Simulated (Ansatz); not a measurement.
**CdO: relaxation (Ansatz)**

Launch command:

```bash
ansatz run input.yaml --threads 2 --pin off --max-ram 3584MiB --backend cpu --events-out ev --progress --plain --runs-dir out
```

Input:

```yaml
crystal:
  lattice:
    - [0.0, 2.358354, 2.358354]
    - [2.358354, 0.0, 2.358354]
    - [2.358354, 2.358354, 0.0]
  atoms:
    - { symbol: Cd, position: [0.0, 0.0, 0.0] }
    - { symbol: O, position: [0.5, 0.5, 0.5] }
  symmetry: { tolerance: 0.0003 }
kpoints:
  mp_grid: { grid: [9, 9, 9], shift: [0, 0, 0] }
magnetization:
  noncollinear: true
  spin_orbit: true
scf:
  occupations: { method: fermi_dirac }
  lower_state_search: "off"
hamiltonian:
  pseudopotentials: { kind: paw_fr }
  xc: r2scan
basis:
  ecutwfc: 500
  fft_grid_basis: typed
relax:
  max_steps: 40
  cell: { p_target: 0.0 }
  f_tol: 0.03
output:
  forces: true
  stress: true
  eigenvalues: true
  bader: true
  populations: true
  elf: true
  write_potential: true
  volumetric_format: npy
  dos:
    e_range: [-12, 8]
    de: 0.05
    projected: { site_lists: { Cd: [Cd], O: [O] } }
    method: { smearing: { sigma: 0.1, scheme: gaussian } }
checkpoint:
  read: saved_state
```

Origin of the cell: a database entry, scaled a little.

The smearing width isn't typed, so it takes its default of 0.1 eV.

The saved state is a converged single point of the same cell.

Excerpt of the output:

```
SCF iter   1: F=-8828.565480 eV  HF=-8828.554918 eV  Δρ=4.37e-3  dr2=9.10e-4  dr2_τ=8.14e-4  dr2_m=0.00e0 (ungated)  |M|=0.00e0 ∫|m|=0.00e0 μB
SCF iter   2: F=-8828.566310 eV  HF=-8828.565094 eV  Δρ=2.90e-3  dr2=2.08e-4  dr2_τ=8.70e-5  dr2_m=0.00e0 (ungated)  |M|=0.00e0 ∫|m|=0.00e0 μB
SCF iter   3: F=-8828.566387 eV  HF=-8828.566153 eV  Δρ=1.25e-3  dr2=3.11e-5  dr2_τ=1.63e-5  dr2_m=0.00e0 (ungated)  |M|=0.00e0 ∫|m|=0.00e0 μB
SCF iter   4: F=-8828.566393 eV  HF=-8828.566356 eV  Δρ=5.15e-4  dr2=8.07e-6  dr2_τ=3.03e-6  dr2_m=0.00e0 (ungated)  |M|=0.00e0 ∫|m|=0.00e0 μB
SCF iter   5: F=-8828.566397 eV  HF=-8828.566396 eV  Δρ=2.56e-5  dr2=1.86e-8  dr2_τ=1.04e-8  dr2_m=0.00e0 (ungated)  |M|=0.00e0 ∫|m|=0.00e0 μB
relax step   1: F+E_penalty+E_count = -8828.566397 eV  Δ(F+E_penalty+E_count) = +0.000e0 eV  max|allowed force component| = 0.0 eV/Å  Δτ_max = 0.0000 Å  P = -1.011 GPa  Ω = 26.234 Å³  (5 SCF […]
relax step   2: F+E_penalty+E_count = -8828.567110 eV  Δ(F+E_penalty+E_count) = -7.133e-4 eV  max|allowed force component| = 0.0 eV/Å  Δτ_max = 0.0000 Å  P = +0.276 GPa  Ω = 26.005 Å³  energy […]
relax step   3: F+E_penalty+E_count = -8828.567113 eV  Δ(F+E_penalty+E_count) = -2.596e-6 eV  max|allowed force component| = 0.0 eV/Å  Δτ_max = 0.0000 Å  P = -0.004 GPa  Ω = 26.054 Å³  energy […]
relax step   4: F+E_penalty+E_count = -8828.566950 eV  Δ(F+E_penalty+E_count) = +1.624e-4 eV  max|allowed force component| = 0.0 eV/Å  Δτ_max = 0.0000 Å  P = -0.004 GPa  Ω = 26.054 Å³  stress off target by 4.16e-3 GPa […]
SCF 4 converged in 5 iterations: F = -8828.566950 eV  dr2 = 2.74e-12
basis re-selected at this cell: Δ(F+E_penalty+E_count) = +1.624e-4 eV, ΔP = -0.000 GPa vs the last step (what re-selecting the basis moved, of the pressure what is left beyond the Pulay corre […]
SCF converged after 5 iterations
Magnetization: |M| = 0.0000 μB,  M = (+0.0000, +0.0000, +0.0000) μB
Absolute magnetization: 0.0000 μB (∫|m|)
  site 0: m = (+0.0000, +0.0000, +0.0000) μB, |m| = 0.0000 μB  (R = 0.97 Å)
  site 1: m = (+0.0000, +0.0000, +0.0000) μB, |m| = 0.0000 μB  (R = 0.97 Å)
Free energy (F): -8828.566950 eV
Harris-Foulkes:  -8828.566950 eV  (|F-HF|=1.09e-11)
Internal energy: -8828.565361 eV  (E = F + TS)
E sigma→0 (E₀):  -8828.566156 eV
Entropy (-TS):   -0.001589 eV (-0.794 meV/atom)
Fermi energy:    12.660640 eV
--- Per-component energies (eV) ---
  E_band       = -383.560784
  E_kinetic    = 681.794963
  E_local      = -3046.380109  (includes V_loc(G=0)·N_el)
  E_nonlocal   = 82.609742
  E_hartree    = 1413.036805
  E_xc         = -241.739713
  E_vxc        = -351.036363  (∫ρ·V_xc dr)
  E_paw        = -4258.766413  (= ΣΔE_a)
  E_vpaw       = -600.347301  (= ΣTr[D̂ρ^β])
  E_aug_tail   = 0.001094  (compensation charges beyond the density's cutoff)
  E_vtau       = 23.723606  (kinetic-family band-sum trace: ∫τ·v_τ [+ j·A + Jᵃ·Aᵃ] dr)
  E_ewald      = -3458.524297
  E_core_change = -0.597433  (= ΣΔE_core)
  E_smearing   = -0.001589  (= −TS)
  Σ components = -8828.566950   (vs F -8828.566950, Δ=0.00e0)
--- Forces (eV/Å), atoms counted from 1 ---
  atom   1  Cd    -0.000000     0.000000     0.000000
  atom   2  O      0.000000    -0.000000     0.000000
  max |Σ_I F_I| component: 0.0 eV/Å
--- Stress (GPa, compression-positive) ---
       -0.004158       0.000000       0.000000
        0.000000      -0.004158       0.000000
        0.000000       0.000000      -0.004158
  P = ⅓ Tr σ = -0.0042 GPa (-0.042 kbar)
--- Relaxed structure (3 steps of the walk, 3 accepted, 1 SCFs on fresh bases) ---
  F+E_penalty+E_count = -8828.566950 eV   max|allowed force component| = 0.0 eV/Å   (the final SCF, on the basis selected at the relaxed cell)
  cell:  # Å, volume = 26.0536 Å³
    - [0.0, 2.352948, 2.352948]
    - [2.352948, 0.0, 2.352948]
    - [2.352948, 2.352948, 0.0]
  atoms:
    - { symbol: Cd, position: [0.0, 0.0, 0.0] }
    - { symbol: O, position: [0.500000, 0.500000, 0.500000] }
--- Löwdin populations: 2 sites ---
  site symbol       q [e]
     0     Cd     18.6015
     1      O      7.2253
  spilling = 0.006659 (of n_electrons = 26.000000)
--- Bader charges: 2 sites ---
  site symbol  charge [e]  shift [e]  m_x [muB]  m_y [muB]  m_z [muB]
     0     Cd      1.2483     0.0025     0.0000     0.0000     0.0000
     1      O     -1.2483     0.0025     0.0000     0.0000     0.0000
  estimated error of the sums over rays = 2.2e-4 e
```

Before:

Space group Fm-3m (No. 225); the run's cell has a = 3.335 Å, b = 3.335 Å, c = 3.335 Å, α = 60.00°, β = 60.00°, γ = 60.00°. Shortest distances: Cd–O 2.36 Å, Cd–Cd 3.34 Å, O–O 3.34 Å.

The relaxed structure.

Space group Fm-3m (No. 225); the run's cell has a = 3.328 Å, b = 3.328 Å, c = 3.328 Å, α = 60.00°, β = 60.00°, γ = 60.00°. Shortest distances: Cd–O 2.35 Å, O–O 3.33 Å, Cd–Cd 3.33 Å.

```
Free energy lowered by  : 0.3 meV/atom
Volume change           : -0.69 %
Final pressure          : 0.00 GPa
Relaxation steps listed : 4
```

Caveats: the relaxation held the start's symmetry, so the end may be a saddle point.

It ran for 31 s on 2 threads of Arm Neoverse V1, with other jobs on the host, peak memory 0.49 GiB, from a saved density.
